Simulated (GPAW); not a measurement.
Input of a GPAW 26.7.0 run:

The input run.py:

```python
import numpy as np
from ase import Atoms
from ase.dft.bandgap import bandgap
from ase.io import write
from ase.units import GPa
from gpaw import GPAW, PW, setup_paths
from gpaw.spinorbit import soc_eigenstates

setup_paths.insert(0, '.')

atoms = Atoms(['Ag'],
              cell=[[0.0, 2.04275, 2.04275],
                    [2.04275, 0.0, 2.04275],
                    [2.04275, 2.04275, 0.0]],
              scaled_positions=[[0.0, 0.0, 0.0]],
              pbc=True)

calc = GPAW(mode=PW(600),
            xc='PBEsol',
            kpts={'size': (11, 11, 11), 'gamma': True},
            occupations={'name': 'fermi-dirac', 'width': 0.05},
            nbands=18,
            convergence={'density': 1e-05, 'energy': 1e-05},
            maxiter=150,
            txt='gpaw.txt')
atoms.calc = calc
energy = atoms.get_potential_energy()
forces = atoms.get_forces()
stress = atoms.get_stress()
calc.write('gs.gpw')
write('result.traj', atoms)
print(f'Energy: {energy:.6f} eV')
print('Forces (eV/A):')
print(forces.round(4))
print('Stress (GPa):', (stress / GPa).round(3))
print('Fermi level:', round(calc.get_fermi_level(), 4), 'eV')
print(f'Gap: {bandgap(calc)[0]:.4f} eV, direct: {bandgap(calc, direct=True)[0]:.4f} eV')

path = atoms.cell.bandpath('GXWKGLUWLK,UX', npoints=80, eps=1e-4)
bs_calc = calc.fixed_density(kpts=path, symmetry='off', nbands=26,
                             convergence={'bands': 'CBM+6.0', 'eigenstates': 1e-6}, txt='bands.txt')
bs = bs_calc.band_structure()
bs.write('bs.json')
print(f'Gap on the path: {bandgap(bs_calc)[0]:.4f} eV')

soc = soc_eigenstates(bs_calc, theta=54.7, phi=45)
np.savetxt('soc_bands.dat', soc.eigenvalues(), fmt='%.4f')
mesh = soc_eigenstates('gs.gpw', theta=54.7, phi=45)
np.savetxt('soc_mesh.dat', mesh.eigenvalues(), fmt='%.4f')
print('Fermi level with spin-orbit coupling:', round(mesh.fermi_level, 4), 'eV')
```

Potentials or basis: PAW data sets generated in the run's folder for this functional, pw.

The run is started by

```sh
$ gpaw-setup -f PBEsol Ag
$ OMP_NUM_THREADS=1 python run.py
```

(1) What does it give for the band gap along the path?

(2) Estimate the pressure.

## Answers

(1) none (metal or under the smearing width).

(2) -2.9 GPa.

Caveat: spin-orbit coupling was added after a scalar SCF, so levels and gaps hold it while energy, forces, pressure and moments don't; this program's spin-orbit splittings come out too wide for heavy elements.
